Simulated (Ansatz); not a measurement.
# AgCl (Chlorargyrite) (Fm-3m) in Ansatz: single point with LDA

Aim: the single point of AgCl (Chlorargyrite) with LDA.

Everything below comes from runs of Ansatz 0.2.0. Logs are shortened: lines on timing, memory, paths and dates and some standing lists are left out, and cuts for length are marked.

**Experimental background.**

From a printed reference work, data compilation, for a bulk crystal of AgCl: band gap 3.249 eV (indirect).

How close the calculation comes is told below.

## Step 1: The structure

Symmetry: Fm-3m, No. 225, cubic system. Conventional cell: a = 5.470 Å, b = 5.470 Å, c = 5.470 Å, α = 90.00°, β = 90.00°, γ = 90.00°. Around Ag (site symmetry m-3m) lie 6 Cl at 2.73 Å. Cl (site symmetry m-3m) has 6 Ag at 2.73 Å as nearest neighbours.

## Step 2: Single point, LDA

Input file input.yaml:

```yaml
crystal:
  lattice:
    - [0.0, 2.735, 2.735]
    - [2.735, 0.0, 2.735]
    - [2.735, 2.735, 0.0]
  atoms:
    - { symbol: Ag, position: [0.0, 0.0, 0.0] }
    - { symbol: Cl, position: [0.5, 0.5, 0.5] }
kpoints:
  mp_grid: { grid: [8, 8, 8] }
scf:
  occupations: { method: gaussian, width: 0.02 }
hamiltonian:
  xc: lda
  pseudopotentials: { kind: all_electron, lapw: { basis_error: 0.001 } }
output:
  forces: true
  stress: true
  eigenvalues: true
```

Potentials or basis: all-electron LAPW, scalar-relativistic.

Run with:

```bash
$ ansatz run input.yaml --threads 1 --pin off --max-ram 3072MiB --backend cpu --events-out ev --progress --plain --runs-dir out
```

Output:

```text
Warning: RAYON_NUM_THREADS=1 ignored (pool sized by the plan → 1); use --threads N
LAPW: plane waves up to 7.548 Å⁻¹, error target 1.0e-3 eV per atom; small_component_spin mean_spin; Cl in spheres of 1.226 Å, 15 of its electrons in bands, Dirac shells []; Ag in spheres of 1.509 Å, 19 of its electrons in bands, Dirac shells [] (how accurate: hamiltonian.pseudopotentials.lapw.basis_error, Limitations)
Engine: ansatz 0.2.0, aarch64-unknown-linux-gnu
Pseudopotentials: kind: all_electron
Pseudopotential: Ag, LAPW, valence charge 19, lapw/all_electron/scalar/gaussian/Ag, Koelling and Harmon's equation, gaussian nucleus
Pseudopotential: Cl, LAPW, valence charge 15, lapw/all_electron/scalar/gaussian/Cl, Koelling and Harmon's equation, gaussian nucleus
Functional definition: SPW92
  exchange = slater_x
  correlation = pw_c
Crystal: 2 atoms, lattice volume = 40.917 Å³
Basis set: ecut = 217.08210451725256 eV, 307 PW (Γ), exchange–correlation at level 2
Bands: 21, of which v1, the nominal top of the filled ones, is band 17 counted from 1 (16 counted from 0)
Symmetry: 48 space group operations
Space group: Fm-3m (ITA 225), of the structure as read, at distance tolerance 3.4e-5 Å
k-points: 29 of 512
Non-local potential: Ag, projectors of the file, none
Non-local potential: Cl, projectors of the file, none
Initial density: superposition of atomic densities (chi_scale 0.1, normalization cell, long waves kept (reshape's long-wave potential 0.00 eV rms))
Initial wavefunctions: plane waves of lowest kinetic energy (no species holds an atomic orbital)
Functional: x = slater, c = lda
iter 1 solved again at ethr=8.62e-4 eV; its pass at ethr=1.00e-1 eV (dr2=2.93e-1 eV) is discarded
SCF iter   1: F=—  HF=-157047.565978 eV  |F-HF|=—  |Δ(HF+E_count)|=         —  Δρ=1.92e-2  dr2=2.94e-1  ethr=8.62e-4  ⟨swp⟩=2.2  Hψ=4054  notcnv=0
preconditioner: auto → none  [insulator: Δε(μ)=0.482 eV  Ē_g=10.763 eV  σ=0.020 eV  W_gap=1.00  n_scr=14 (ndim 8)  ℏωp=24.6 eV  f_vac=0.041  D(μ)=0.00/eV (n_scr^D=0)  ε∞_Penn≈6.2]
iter 2 solved again at ethr=1.68e-5 eV; its pass at ethr=8.62e-4 eV (dr2=5.70e-3 eV) is discarded
SCF iter   2: F=—  HF=-157047.444315 eV  |F-HF|=—  |Δ(HF+E_count)|=   1.22e-1  Δρ=4.28e-3  dr2=5.71e-3  ethr=1.68e-5  ⟨swp⟩=2.0  Hψ=3243  notcnv=0
SCF iter   3: F=—  HF=-157047.408235 eV  |F-HF|=—  |Δ(HF+E_count)|=   3.61e-2  Δρ=2.96e-3  dr2=5.20e-3  ethr=1.68e-5  ⟨swp⟩=3.0  Hψ=2059  notcnv=0
SCF iter   4: F=—  HF=-157047.406219 eV  |F-HF|=—  |Δ(HF+E_count)|=   2.02e-3  Δρ=8.66e-4  dr2=4.46e-4  ethr=1.53e-5  ⟨swp⟩=2.0  Hψ=1793  notcnv=0
SCF iter   5: F=—  HF=-157047.406067 eV  |F-HF|=—  |Δ(HF+E_count)|=   1.52e-4  Δρ=1.44e-4  dr2=5.98e-6  ethr=1.31e-6  ⟨swp⟩=2.0  Hψ=1776  notcnv=0
SCF iter   6: F=—  HF=-157047.406067 eV  |F-HF|=—  |Δ(HF+E_count)|=   7.67e-8  Δρ=1.85e-5  dr2=9.33e-8  ethr=1.76e-8  ⟨swp⟩=2.0  Hψ=1769  notcnv=0
SCF iter   7: F=-157047.406067 eV  HF=-157047.406067 eV  |F-HF|=1.16e-10  |Δ(HF+E_count)|=   1.04e-8  Δρ=1.66e-6  dr2=5.71e-10  ethr=2.74e-10  ⟨swp⟩=2.0  Hψ=1769  notcnv=0
SCF 1 converged in 7 iterations: F = -157047.406067 eV  dr2 = 5.71e-10
SCF converged after 7 iterations
Free energy (F): -157047.406067 eV
Harris-Foulkes:  -157047.406067 eV  (|F-HF|=1.16e-10)
Internal energy: -157047.406067 eV  (E = F + TS)
E sigma→0 (E₀):  -157047.406067 eV
Fermi energy:    9.775567 eV
--- Per-component energies (eV) ---
  E_band       = -1851.763976
  E_kinetic    = 163642.854764
  E_xc         = -4663.408674
  E_electrostatic = -316026.852157  (all electrons and nuclei)
  E_smearing   = -0.000000  (= −TS)
  E_closure    = 0.000000  (closes the sum)
  E_atoms      = -157040.660627  (free atoms, spherical and without spin; not in F)
  Σ components = -157047.406067   (vs F -157047.406067, Δ=0.00e0)
  Basis errors (estimates in eV, not in F): energy 3.4e-4 per atom: plane waves 3.2e-4 (1.8e-4 summed), levels above the bands 0.0e0, relativity 1.4e-9, radial functions 1.7e-5, core shells 1.4e-7; eigenvalues (radial functions only) 1.4e-5; not estimated: angular momenta, meshes, grids; target (lapw.basis_error) 1.0e-3; muffin-tin radii Cl 1.226 Å, Ag 1.509 Å
--- Forces (eV/Å), atoms counted from 1 ---
  atom   1  Ag    -0.00000000     0.00000000     0.00000000
  atom   2  Cl     0.00000000    -0.00000000     0.00000000
  max |Σ_I F_I| component: 9.60e-30 eV/Å
--- Stress (GPa, compression-positive) ---
       -3.759661       0.000000       0.000000
        0.000000      -3.759661      -0.000000
        0.000000      -0.000000      -3.759661
  P = ⅓ Tr σ = -3.7597 GPa (-37.597 kbar)
--- Band table (eV; the first three rows and the last of 29) ---
  k-point 0: bands = ["-235.6104", "-175.5021", "-175.5021", "-175.5021", "-80.2537", "-43.8552", "-43.8552", "-43.8552", "-5.8903", "6.7718", "6.7718", "6.7718", "6.8122", "6.8122", "6.9900", "6.9900", "6.9900", "10.0814", "20.0134", "20.0134", "20.0134"]
  k-point 1: bands = ["-235.6104", "-175.5021", "-175.5021", "-175.5021", "-80.2536", "-43.8558", "-43.8553", "-43.8553", "-5.8200", "6.0473", "6.1148", "6.1148", "6.8335", "6.8335", "7.1034", "7.7648", "7.7648", "10.8541", "18.6448", "19.6941", "19.6941"]
  k-point 2: bands = ["-235.6104", "-175.5021", "-175.5021", "-175.5021", "-80.2536", "-43.8571", "-43.8555", "-43.8555", "-5.6419", "4.9312", "5.5044", "5.5044", "6.9776", "6.9776", "7.2594", "8.5879", "8.5879", "12.2131", "17.0087", "18.3586", "18.3586"]
  k-point 28: bands = ["-235.6104", "-175.5021", "-175.5021", "-175.5021", "-80.2535", "-43.8577", "-43.8577", "-43.8567", "-5.3132", "4.9301", "5.1298", "5.1298", "7.2888", "7.2888", "7.3290", "7.3337", "8.1162", "13.4933", "17.1193", "17.1193", "17.2041"]
```

Wall time 5.7 s (1 thread of Arm Neoverse V1, shared host); peak memory 0.27 GiB.

What came out:

* Free energy: -157047.4061 eV
* Pressure: -3.8 GPa
* Band gap on the k mesh: 0.61 eV, indirect (least direct gap 3.09 eV)

## Step 3: Against experiment

Step 2. Measured gap of AgCl: 3.249 eV (indirect; a printed reference work, data compilation). This calculation gives 0.61 eV (-2.64 eV). So large a miss can be the level of theory's own, or it may mean another phase, state or a wrong row. Spin-orbit coupling on Ag is left out. The value is that of LDA on a finite k mesh, which can miss the band edges, without temperature or zero-point motion. Semilocal functionals fall short of measured gaps as a rule.
